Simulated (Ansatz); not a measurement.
# Al2O3 (R-3c): the host for defect calculations, part 2 of 2

Before any defect goes in: Al2O3 (R-3c) at rest, and how it screens a charge.

Ansatz 0.2.0; plane-wave PAW DFT, PBEsol; relaxation of the host's cell and atoms; PAW set soft_1 (the session's first sound run).

So far. Step 3 (Dielectric tensors of the host): The principal values of the electronic dielectric tensor are 3.26, 3.29 and 3.29. The principal values of the static dielectric tensor are 9.66, 9.66 and 11.75.

### 4. Defect free supercell relaxed in its symmetry

This cell, the one that will hold the defects, is built from the relaxed host. Its coarser k-points can move the atoms a little, so it is relaxed from the symmetric sites, as the reference for the test of stability.

This step: plane-wave PAW DFT, PBEsol; relaxation of the defect-free supercell in its symmetry; PAW set soft_1 (Ansatz 0.2.0).

System of this step: Al2O3 (R-3c). The cell holds 80 atoms: 32 Al and 48 O. Its edges and angles: a = 10.278 Å, b = 10.278 Å, c = 10.278 Å, α = 55.3°, β = 55.3°, γ = 55.3°.

Contents of pristine.symmetric/input.yaml:

```yaml
crystal:
  lattice:
    - [4.7733054486, 2.7558691857, 8.6752445018]
    - [-4.7733054486, 2.7558691857, 8.6752445018]
    - [0.0, -5.5117383714, 8.6752445018]
  atoms:
    - { symbol: Al, position: [0.3239765995, 0.3239765995, 0.3239765995] }
    - { symbol: Al, position: [0.4260234005, 0.4260234005, 0.4260234005] }
    - { symbol: Al, position: [0.0739765995, 0.0739765995, 0.0739765995] }
    - { symbol: Al, position: [0.1760234005, 0.1760234005, 0.1760234005] }
    - { symbol: O, position: [0.2220841464, 0.0279158536, 0.375] }
    - { symbol: O, position: [0.4720841464, 0.125, 0.2779158536] }
    - { symbol: O, position: [0.0279158536, 0.375, 0.2220841464] }
    - { symbol: O, position: [0.375, 0.2220841464, 0.0279158536] }
    - { symbol: O, position: [0.125, 0.2779158536, 0.4720841464] }
    - { symbol: O, position: [0.2779158536, 0.4720841464, 0.125] }
    - { symbol: Al, position: [0.3239765995, 0.3239765995, 0.8239765995] }
    - { symbol: Al, position: [0.4260234005, 0.4260234005, 0.9260234005] }
    - { symbol: Al, position: [0.0739765995, 0.0739765995, 0.5739765995] }
    - { symbol: Al, position: [0.1760234005, 0.1760234005, 0.6760234005] }
    - { symbol: O, position: [0.2220841464, 0.0279158536, 0.875] }
    - { symbol: O, position: [0.4720841464, 0.125, 0.7779158536] }
    - { symbol: O, position: [0.0279158536, 0.375, 0.7220841464] }
    - { symbol: O, position: [0.375, 0.2220841464, 0.5279158536] }
    - { symbol: O, position: [0.125, 0.2779158536, 0.9720841464] }
    - { symbol: O, position: [0.2779158536, 0.4720841464, 0.625] }
    - { symbol: Al, position: [0.3239765995, 0.8239765995, 0.3239765995] }
    - { symbol: Al, position: [0.4260234005, 0.9260234005, 0.4260234005] }
    - { symbol: Al, position: [0.0739765995, 0.5739765995, 0.0739765995] }
    - { symbol: Al, position: [0.1760234005, 0.6760234005, 0.1760234005] }
    - { symbol: O, position: [0.2220841464, 0.5279158536, 0.375] }
    - { symbol: O, position: [0.4720841464, 0.625, 0.2779158536] }
    - { symbol: O, position: [0.0279158536, 0.875, 0.2220841464] }
    - { symbol: O, position: [0.375, 0.7220841464, 0.0279158536] }
    - { symbol: O, position: [0.125, 0.7779158536, 0.4720841464] }
    - { symbol: O, position: [0.2779158536, 0.9720841464, 0.125] }
    - { symbol: Al, position: [0.3239765995, 0.8239765995, 0.8239765995] }
    - { symbol: Al, position: [0.4260234005, 0.9260234005, 0.9260234005] }
    - { symbol: Al, position: [0.0739765995, 0.5739765995, 0.5739765995] }
    - { symbol: Al, position: [0.1760234005, 0.6760234005, 0.6760234005] }
    - { symbol: O, position: [0.2220841464, 0.5279158536, 0.875] }
    - { symbol: O, position: [0.4720841464, 0.625, 0.7779158536] }
    - { symbol: O, position: [0.0279158536, 0.875, 0.7220841464] }
    - { symbol: O, position: [0.375, 0.7220841464, 0.5279158536] }
    - { symbol: O, position: [0.125, 0.7779158536, 0.9720841464] }
    - { symbol: O, position: [0.2779158536, 0.9720841464, 0.625] }
    - { symbol: Al, position: [0.8239765995, 0.3239765995, 0.3239765995] }
    - { symbol: Al, position: [0.9260234005, 0.4260234005, 0.4260234005] }
    - { symbol: Al, position: [0.5739765995, 0.0739765995, 0.0739765995] }
    - { symbol: Al, position: [0.6760234005, 0.1760234005, 0.1760234005] }
    - { symbol: O, position: [0.7220841464, 0.0279158536, 0.375] }
    - { symbol: O, position: [0.9720841464, 0.125, 0.2779158536] }
    - { symbol: O, position: [0.5279158536, 0.375, 0.2220841464] }
    - { symbol: O, position: [0.875, 0.2220841464, 0.0279158536] }
    - { symbol: O, position: [0.625, 0.2779158536, 0.4720841464] }
    - { symbol: O, position: [0.7779158536, 0.4720841464, 0.125] }
    - { symbol: Al, position: [0.8239765995, 0.3239765995, 0.8239765995] }
    - { symbol: Al, position: [0.9260234005, 0.4260234005, 0.9260234005] }
    - { symbol: Al, position: [0.5739765995, 0.0739765995, 0.5739765995] }
    - { symbol: Al, position: [0.6760234005, 0.1760234005, 0.6760234005] }
    - { symbol: O, position: [0.7220841464, 0.0279158536, 0.875] }
    - { symbol: O, position: [0.9720841464, 0.125, 0.7779158536] }
    - { symbol: O, position: [0.5279158536, 0.375, 0.7220841464] }
    - { symbol: O, position: [0.875, 0.2220841464, 0.5279158536] }
    - { symbol: O, position: [0.625, 0.2779158536, 0.9720841464] }
    - { symbol: O, position: [0.7779158536, 0.4720841464, 0.625] }
    - { symbol: Al, position: [0.8239765995, 0.8239765995, 0.3239765995] }
    - { symbol: Al, position: [0.9260234005, 0.9260234005, 0.4260234005] }
    - { symbol: Al, position: [0.5739765995, 0.5739765995, 0.0739765995] }
    - { symbol: Al, position: [0.6760234005, 0.6760234005, 0.1760234005] }
    - { symbol: O, position: [0.7220841464, 0.5279158536, 0.375] }
    - { symbol: O, position: [0.9720841464, 0.625, 0.2779158536] }
    - { symbol: O, position: [0.5279158536, 0.875, 0.2220841464] }
    - { symbol: O, position: [0.875, 0.7220841464, 0.0279158536] }
    - { symbol: O, position: [0.625, 0.7779158536, 0.4720841464] }
    - { symbol: O, position: [0.7779158536, 0.9720841464, 0.125] }
    - { symbol: Al, position: [0.8239765995, 0.8239765995, 0.8239765995] }
    - { symbol: Al, position: [0.9260234005, 0.9260234005, 0.9260234005] }
    - { symbol: Al, position: [0.5739765995, 0.5739765995, 0.5739765995] }
    - { symbol: Al, position: [0.6760234005, 0.6760234005, 0.6760234005] }
    - { symbol: O, position: [0.7220841464, 0.5279158536, 0.875] }
    - { symbol: O, position: [0.9720841464, 0.625, 0.7779158536] }
    - { symbol: O, position: [0.5279158536, 0.875, 0.7220841464] }
    - { symbol: O, position: [0.875, 0.7220841464, 0.5279158536] }
    - { symbol: O, position: [0.625, 0.7779158536, 0.9720841464] }
    - { symbol: O, position: [0.7779158536, 0.9720841464, 0.625] }
basis:
  ecutwfc: 420
  xc_grid: 2
hamiltonian:
  xc: pbesol
  pseudopotentials: { kind: paw, azcp: { folder: soft_1 }, xc_functional: pbe }
kpoints:
  mp_grid: { grid: [1, 1, 1] }
scf:
  occupations: { method: fermi_dirac, width: 0.01 }
  max_iter: 100
  lower_state_search: "off"
output:
  forces: true
relax:
  f_tol: 0.015
  max_steps: 60
  escape_saddle: false
checkpoint:
  write: "../pristine.symmetric.run"
  compress: false
  write_wavefunctions: false
  write_every: 100000
```

Command:

```bash
$ ansatz run input.yaml --threads 32 --pin off --max-ram 84787MiB --backend cuda --events-out ev --progress --plain --runs-dir out --max-vram 78GiB
```

Numbers of over 12 decimals in the logs are rounded to 6 here.

Output:

```text
[...]
device memory: the entry about to start is reckoned to put 3.0 GiB on a device that reports 168.4 GiB free (of which the cap on the GPU budget leaves the run 78.0 GiB)
GPU FFT provider: cuFFT
GPU libraries: cuBLAS 13.8.1, cuFFT 12.4.0, cuSOLVER 12.3.2
GPU matrix products: emulated (plane waves: as basis.precision tells), large ones in fixed point in workspaces of 1.00 GiB
Crystal: 80 atoms, lattice volume = 684.717 Å³
Basis set: ecut = 420 eV, 13355 PW (Γ), exchange–correlation on 144×144×144 points (8 copies of the dense FFT grid, shifted against one another)
Bands: 272, of which v1, the nominal top of the filled ones, is band 192 counted from 1 (191 counted from 0)
Symmetry: 96 space group operations
[...]
k-points: 1
[...]
GPU buffer pool allocated for 373248 grid points (all kernels)
GPU transforms: local potential and band sums: pruned to the plane-wave sphere, on 72×72×72
[...]
SCF iter   1: F=—  HF=-43856.643809 eV  |Δ(HF+E_count)|=         —  Δρ=1.18e-1  dr2=9.08e1  Hψ=1155
[...]
SCF iter   7: F=-43830.696223 eV  HF=-43830.696223 eV  |Δ(HF+E_count)|=   7.15e-6  Δρ=4.47e-6  dr2=9.71e-8  Hψ=699
SCF 1 converged in 7 iterations: F = -43830.696223 eV  dr2 = 9.71e-8
[...]
relax step   1: F+E_penalty+E_count = -43830.69622342 eV  Δ(F+E_penalty+E_count) = +0.000e0 eV  max|allowed force component| = 3.414e-2 eV/Å  Δτ_max = 0.0000 Å  (7 SCF iters, dr2 threshold 5.63e-6 eV, accepted)
[...]
relax step   2: F+E_penalty+E_count = -43830.69707953 eV  Δ(F+E_penalty+E_count) = -8.561e-4 eV  max|allowed force component| = 1.643e-2 eV/Å  Δτ_max = 0.0009 Å  (4 SCF iters, accepted)
SCF iter   1: F=—  HF=-43830.695794 eV  |Δ(HF+E_count)|=         —  Δρ=9.68e-5  dr2=7.68e-5  Hψ=515
[...]
SCF iter   4: F=-43830.697384 eV  HF=-43830.697384 eV  |Δ(HF+E_count)|=   2.25e-8  Δρ=2.32e-6  dr2=2.19e-8  Hψ=661
SCF 3 converged in 4 iterations: F = -43830.697384 eV  dr2 = 2.19e-8
relax step   3: F+E_penalty+E_count = -43830.69738379 eV  Δ(F+E_penalty+E_count) = -3.043e-4 eV  max|allowed force component| = 1.061e-2 eV/Å  Δτ_max = 0.0005 Å  (4 SCF iters, accepted)
SCF converged after 4 iterations
Free energy (F): -43830.697384 eV
[...]
Internal energy: -43830.697384 eV  (E = F + TS)
E sigma→0 (E₀):  -43830.697384 eV
Fermi energy:    10.533466 eV
[...]
--- Forces (eV/Å), atoms counted from 1 ---
  atom   1  Al    -0.00000000     0.00000000    -0.01060813
  atom   2  Al     0.00000000     0.00000000     0.01060813
  atom   3  Al    -0.00000000     0.00000000    -0.01060813
  atom   4  Al     0.00000000    -0.00000000     0.01060813
  atom   5  O     -0.00341054    -0.00000000    -0.00000000
  atom   6  O     -0.00170527    -0.00295361    -0.00000000
  [... 74 more lines of this table ...]
  max |Σ_I F_I| component: 4.34e-17 eV/Å
--- Relaxed structure (3 steps of the walk, 3 accepted, 0 SCFs on fresh bases) ---
  F+E_penalty+E_count = -43830.69738379 eV   max|allowed force component| = 1.061e-2 eV/Å
  atoms:
    - { symbol: Al, position: [0.323984, 0.323984, 0.323984] }
    - { symbol: Al, position: [0.426016, 0.426016, 0.426016] }
    - { symbol: Al, position: [0.073984, 0.073984, 0.073984] }
    - { symbol: Al, position: [0.176016, 0.176016, 0.176016] }
    - { symbol: O, position: [0.221941, 0.028059, 0.375000] }
    - { symbol: O, position: [0.471941, 0.125000, 0.278059] }
  [... 74 more lines of this table ...]
```

Elapsed: 1.9 s, on 1 × NVIDIA GB200 with 32 threads of Arm Neoverse V2, shared host; peak memory 1 GiB; 6 s of CPU time.

No atom moved by 0.005 Å in the relaxation.

### 5. Defect free supercell relaxed from displaced atoms

This step: plane-wave PAW DFT, PBEsol; relaxation of the defect-free supercell from random displacements, a test of the host's stability; PAW set soft_1 (Ansatz 0.2.0).

pristine.rattled/input.yaml, as its differences from pristine.symmetric/input.yaml of step 4:

```diff
@@ -102,6 +102,6 @@
   f_tol: 0.015
-  max_steps: 60
-  escape_saddle: false
+  max_steps: 120
+  random_displacement: { amplitude: 0.06, seed: 8775 }
 checkpoint:
-  write: "../pristine.symmetric.run"
+  write: "../pristine.rattled.run"
   compress: false
```

Output:

```text
[...]
Crystal: 80 atoms, lattice volume = 684.717 Å³
Basis set: ecut = 420 eV, 13355 PW (Γ), exchange–correlation on 144×144×144 points (8 copies of the dense FFT grid, shifted against one another)
Bands: 272, of which v1, the nominal top of the filled ones, is band 192 counted from 1 (191 counted from 0)
Symmetry: 1 space group operations
k-points: 1
[...]
SCF iter   1: F=—  HF=-43854.215961 eV  |Δ(HF+E_count)|=         —  Δρ=1.19e-1  dr2=9.31e1  Hψ=1156
[...]
SCF iter   2: F=—  HF=-43829.088971 eV  |Δ(HF+E_count)|=    2.51e1  Δρ=4.19e-2  dr2=6.07e0  Hψ=511
[...]
SCF iter   9: F=-43827.488387 eV  HF=-43827.488387 eV  |Δ(HF+E_count)|=   1.67e-6  Δρ=4.76e-6  dr2=8.49e-8  Hψ=681
SCF 1 converged in 9 iterations: F = -43827.488387 eV  dr2 = 8.49e-8
[...]
relax step   1: F+E_penalty+E_count = -43827.48838722 eV  Δ(F+E_penalty+E_count) = +0.000e0 eV  max|allowed force component| = 2.173e0 eV/Å  Δτ_max = 0.0000 Å  (9 SCF iters, dr2 threshold 5.63e-6 eV, accepted)
[...]
relax step   2: F+E_penalty+E_count = -43829.51478376 eV  Δ(F+E_penalty+E_count) = -2.026e0 eV  max|allowed force component| = 1.291e0 eV/Å  Δτ_max = 0.0558 Å  (5 SCF iters, dr2 threshold 1.00e-4 eV, accepted)
relax step   3: F+E_penalty+E_count = -43830.69722592 eV  Δ(F+E_penalty+E_count) = -1.182e0 eV  max|allowed force component| = 1.663e-2 eV/Å  Δτ_max = 0.0666 Å  (5 SCF iters, dr2 threshold 1.00e-4 eV, accepted)
relax step   4: F+E_penalty+E_count = -43830.69723376 eV  Δ(F+E_penalty+E_count) = -7.845e-6 eV  max|allowed force component| = 1.663e-2 eV/Å  Δτ_max = 0.0000 Å  (4 SCF iters, accepted)
[...]
SCF iter   1: F=—  HF=-43830.695836 eV  |Δ(HF+E_count)|=         —  Δρ=1.37e-4  dr2=1.08e-4  Hψ=515
[...]
SCF iter   5: F=-43830.697492 eV  HF=-43830.697492 eV  |Δ(HF+E_count)|=   1.05e-8  Δρ=1.29e-6  dr2=8.94e-9  Hψ=681
SCF 5 converged in 5 iterations: F = -43830.697492 eV  dr2 = 8.94e-9
[...]
relax step   5: F+E_penalty+E_count = -43830.69749215 eV  Δ(F+E_penalty+E_count) = -2.584e-4 eV  max|allowed force component| = 6.046e-4 eV/Å  Δτ_max = 0.0019 Å  (5 SCF iters, accepted)
SCF converged after 5 iterations
Free energy (F): -43830.697492 eV
[...]
Internal energy: -43830.697492 eV  (E = F + TS)
E sigma→0 (E₀):  -43830.697492 eV
Fermi energy:    10.533703 eV
[...]
--- Forces (eV/Å), atoms counted from 1 ---
  atom   1  Al    -0.00000332     0.00002944     0.00044991
  atom   2  Al    -0.00009524     0.00023625     0.00049174
  atom   3  Al     0.00016397    -0.00024627     0.00051982
  atom   4  Al    -0.00023178    -0.00005307    -0.00032392
  atom   5  O      0.00002234    -0.00022649     0.00006020
  atom   6  O      0.00022194    -0.00005187     0.00008188
  [... 74 more lines of this table ...]
  max |Σ_I F_I| component: 8.75e-6 eV/Å
--- Relaxed structure (5 steps of the walk, 5 accepted, 0 SCFs on fresh bases) ---
  F+E_penalty+E_count = -43830.69749215 eV   max|allowed force component| = 6.046e-4 eV/Å
  atoms:
    - { symbol: Al, position: [0.324418, 0.324251, 0.323754] }
    - { symbol: Al, position: [0.426497, 0.426326, 0.425833] }
    - { symbol: Al, position: [0.074423, 0.074252, 0.073756] }
    - { symbol: Al, position: [0.176502, 0.176329, 0.175834] }
    - { symbol: O, position: [0.222394, 0.028360, 0.374794] }
    - { symbol: O, position: [0.472390, 0.125293, 0.277861] }
  [... 74 more lines of this table ...]
```

It took 3.7 s on 1 × NVIDIA GB200 with 32 threads; peak memory 0.99 GiB; 12 s of CPU time.

The steps of the relaxation:

| step | energy less that of the first step (eV) | largest force component (eV/Å) |
| --- | --- | --- |
| 1 | 0.0000 | 2.1732 |
| 2 | -2.0264 | 1.2906 |
| 3 | -3.2088 | 0.0166 |
| 4 | -3.2088 | 0.0166 |
| 5 | -3.2091 | 0.0006 |

The relaxation ends 40 meV an atom lower than the displaced start, with a largest force component of 6.0e-4 eV/Å.

### 6. Host on a dense mesh

This step: plane-wave PAW DFT, PBEsol; single point of the defect-free host, a test of the k-point sampling; PAW set soft_1 (Ansatz 0.2.0).

System of this step: Al2O3 (R-3c). The structure is trigonal, space group R-3c (No. 167). The conventional cell has a = 4.773 Å, b = 4.773 Å, c = 13.013 Å, α = 90.00°, β = 90.00°, γ = 120.00°. Nearest to Al lie 6 O at 1.86 to 1.97 Å. O has 4 Al at 1.86 to 1.97 Å nearest. Farther neighbours and most contacts between anions are not listed.

Contents of dense/input.yaml:

```yaml
crystal:
  lattice:
    - [2.3866527243, 1.3779345928, 4.3376222509]
    - [-2.3866527243, 1.3779345928, 4.3376222509]
    - [0.0, -2.7558691857, 4.3376222509]
  atoms:
    - { symbol: Al, position: [0.647953199, 0.647953199, 0.647953199] }
    - { symbol: Al, position: [0.852046801, 0.852046801, 0.852046801] }
    - { symbol: Al, position: [0.147953199, 0.147953199, 0.147953199] }
    - { symbol: Al, position: [0.352046801, 0.352046801, 0.352046801] }
    - { symbol: O, position: [0.4441682928, 0.0558317072, 0.75] }
    - { symbol: O, position: [0.9441682928, 0.25, 0.5558317072] }
    - { symbol: O, position: [0.0558317072, 0.75, 0.4441682928] }
    - { symbol: O, position: [0.75, 0.4441682928, 0.0558317072] }
    - { symbol: O, position: [0.25, 0.5558317072, 0.9441682928] }
    - { symbol: O, position: [0.5558317072, 0.9441682928, 0.25] }
basis:
  ecutwfc: 420
  xc_grid: 2
hamiltonian:
  xc: pbesol
  pseudopotentials: { kind: paw, azcp: { folder: soft_1 }, xc_functional: pbe }
kpoints:
  mp_grid: { grid: [7, 7, 7] }
scf:
  occupations: { method: fermi_dirac, width: 0.01 }
  max_iter: 100
  lower_state_search: "off"
checkpoint:
  write: "../dense.run"
  compress: false
  write_wavefunctions: false
  write_every: 100000
```

Output:

```text
[...]
GPU FFT provider: cuFFT
GPU libraries: cuBLAS 13.8.1, cuFFT 12.4.0, cuSOLVER 12.3.2
[...]
Crystal: 10 atoms, lattice volume = 85.590 Å³
Basis set: ecut = 420 eV, 1653 PW (Γ), exchange–correlation on 72×72×72 points (8 copies of the dense FFT grid, shifted against one another)
Bands: 34, of which v1, the nominal top of the filled ones, is band 24 counted from 1 (23 counted from 0)
Symmetry: 12 space group operations
[...]
k-points: 44 of 343
[...]
GPU buffer pool allocated for 46656 grid points (all kernels)
[...]
SCF iter   1: F=—  HF=-5482.115043 eV  |Δ(HF+E_count)|=         —  Δρ=1.18e-1  dr2=1.13e1  Hψ=7608
[...]
SCF iter   7: F=-5478.895609 eV  HF=-5478.895609 eV  |Δ(HF+E_count)|=   7.88e-7  Δρ=4.51e-6  dr2=1.26e-8  Hψ=3358
SCF 1 converged in 7 iterations: F = -5478.895609 eV  dr2 = 1.26e-8
[...]
SCF converged after 7 iterations
Free energy (F): -5478.895609 eV
[...]
Internal energy: -5478.895609 eV  (E = F + TS)
E sigma→0 (E₀):  -5478.895609 eV
Fermi energy:    10.526877 eV
[...]
```

Wall time 1.3 s (1 × NVIDIA GB200 with 32 threads); peak memory 0.95 GiB; 2.5 s of CPU time.

### 7. Defect free supercell at the zone centre

The supercell is run at the zone centre, to see how far that sampling misses the dense mesh.

System of this step: Al2O3 (R-3c). The cell holds 80 atoms: 32 Al and 48 O. Its edges and angles: a = 10.278 Å, b = 10.278 Å, c = 10.278 Å, α = 55.3°, β = 55.3°, γ = 55.3°.

pristine.sampling_gamma/input.yaml, as its differences from pristine.rattled/input.yaml of step 5:

```diff
@@ -98,10 +98,4 @@
   lower_state_search: "off"
-output:
-  forces: true
-relax:
-  f_tol: 0.015
-  max_steps: 120
-  random_displacement: { amplitude: 0.06, seed: 8775 }
 checkpoint:
-  write: "../pristine.rattled.run"
+  write: "../pristine.sampling_gamma.run"
   compress: false
```

Output:

```text
[...]
GPU FFT provider: cuFFT
GPU libraries: cuBLAS 13.8.1, cuFFT 12.4.0, cuSOLVER 12.3.2
[...]
Crystal: 80 atoms, lattice volume = 684.717 Å³
Basis set: ecut = 420 eV, 13355 PW (Γ), exchange–correlation on 144×144×144 points (8 copies of the dense FFT grid, shifted against one another)
Bands: 272, of which v1, the nominal top of the filled ones, is band 192 counted from 1 (191 counted from 0)
Symmetry: 96 space group operations
[...]
k-points: 1
[...]
GPU buffer pool allocated for 373248 grid points (all kernels)
[...]
SCF iter   1: F=—  HF=-43856.643812 eV  |Δ(HF+E_count)|=         —  Δρ=1.18e-1  dr2=9.08e1  Hψ=1155
[...]
SCF iter   8: F=-43830.696223 eV  HF=-43830.696223 eV  |Δ(HF+E_count)|=   3.50e-8  Δρ=5.10e-7  dr2=1.28e-9  Hψ=494
SCF 1 converged in 8 iterations: F = -43830.696223 eV  dr2 = 1.28e-9
[...]
SCF converged after 8 iterations
Free energy (F): -43830.696223 eV
[...]
Internal energy: -43830.696223 eV  (E = F + TS)
E sigma→0 (E₀):  -43830.696223 eV
Fermi energy:    10.530725 eV
[...]
```

Run time: 1.3 s. Hardware: 1 × NVIDIA GB200 with 32 threads; peak memory 1 GiB.

### 8. Outcome

| Property | Result |
| --- | --- |
| primitive cell vectors, lengths | 5.139, 5.139, 5.139 Å |
| electronic dielectric constant | principal values (3.26, 3.29, 3.29) |
| static dielectric constant | principal values (9.66, 9.66, 11.75) |
| gap on the k-mesh of the response run (PBEsol) | 6.04 eV |
| supercell relaxed in its symmetry less the displaced and relaxed one | 0.000 eV |
| energy an atom at the zone centre alone less that on the dense mesh | 0.006 eV |

**Reading.** Step 5: The energy fell by 3.209 eV from the randomly displaced start; the atoms end within 0.005 Å of the sites as typed, once the mean shift is taken out. The displaced cell ends within 0.01 eV of the symmetric one relaxed in its symmetry, so no lower structure shows in this supercell. The k-mesh can miss the band edges, so this gap is an upper bound at this level. All at zero temperature.

[Logs are printed without paths, hosts, clocks, repeated set-up lines and the standing remarks that a program may print on its own settings, such as how far it seeks lower states.]

[Hosts, paths, dates, database ids (printed as entryN), source tags and the programs' standing remarks are cut or masked in the printed files.]

[Runs of the host that timed out are not shown.]

[For some hosts the program warned that the k-mesh of the response run may be too coarse for force constants and the static dielectric constant; such warnings are not always shown.]
